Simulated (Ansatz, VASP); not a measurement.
## BaS: VASP beside Ansatz

INCAR

```
PREC = Accurate ; ENCUT = 520
EDIFF = 1E-6 ; ISMEAR = 0
SIGMA = 0.05 ; LREAL = False
LASPH = True ; NELM = 60
ALGO = Normal ; ISIF = 2
LWAVE = False ; LCHARG = False
GGA = PE ; NBANDS = 15
```

Contents of KPOINTS:

```
Automatic mesh
0
Gamma
  10 10 10
```

POSCAR

```
BaS
1.0
    0.0000000000      3.2142043034      3.2142043034
    3.2142043034      0.0000000000      3.2142043034
    3.2142043034      3.2142043034      0.0000000000
Ba S
1 1
Direct
    0.5124447596      0.5124447596      0.4875552404
    0.0000000000      0.0000000000      0.0000000000
```

Input for Ansatz:

```yaml
crystal:
  lattice:
    - [0.0, 3.2142043034, 3.2142043034]
    - [3.2142043034, 0.0, 3.2142043034]
    - [3.2142043034, 3.2142043034, 0.0]
  atoms:
    - { symbol: Ba, position: [0.5124447596, 0.5124447596, 0.4875552404] }
    - { symbol: S, position: [0.0, 0.0, 0.0] }
basis:
  ecutwfc: 420
  ecutrho_ratio: 4
kpoints:
  mp_grid: { grid: [10, 10, 10] }
hamiltonian:
  xc: pbe
scf:
  occupations: { method: gaussian, width: 0.05 }
output:
  forces: true
  stress: true
  eigenvalues: true
  write_density: true
  write_potential: true
  elf: true
  volumetric_format: npy
```

Alike in both runs: task single point; functional PBE; k mesh 10 × 10 × 10; occupations gaussian, width 0.05 eV; no spin polarisation.

|  | VASP | Ansatz |
| --- | --- | --- |
| version | VASP 6.6.1 | Ansatz 0.2.0 |
| potentials or method | VASP PAW PBE potentials, release 64 (Ba_sv, S) | scalar-relativistic, plane waves, PAW |
| plane-wave cutoff (eV) | 520 | 420 |
| valence electrons in the cell | 16 | 16 |

|  | VASP | Ansatz | Ansatz less VASP |
| --- | --- | --- | --- |
| gap on the k mesh at the Fermi level (eV) | 2.15 | 2.24 | +0.094 |
| least direct gap on the mesh (eV) | 2.29 | 2.35 | +0.064 |
| pressure (GPa) | 0.6 | 0.1 | -0.55 |
| largest component of the traceless stress (GPa) | 0.18 | 0.17 | -0.016 |
| rms of the force components (eV/Å) | 0.091 | 0.083 | -0.0082 |

Atom by atom the forces differ by 0.008 eV/Å (rms over components). The functional is the same, so the differences come from potentials, cutoffs and numerics.

Caveats: spin-orbit coupling is left out, which moves the levels of the heavy elements. A k mesh can miss the band edges.
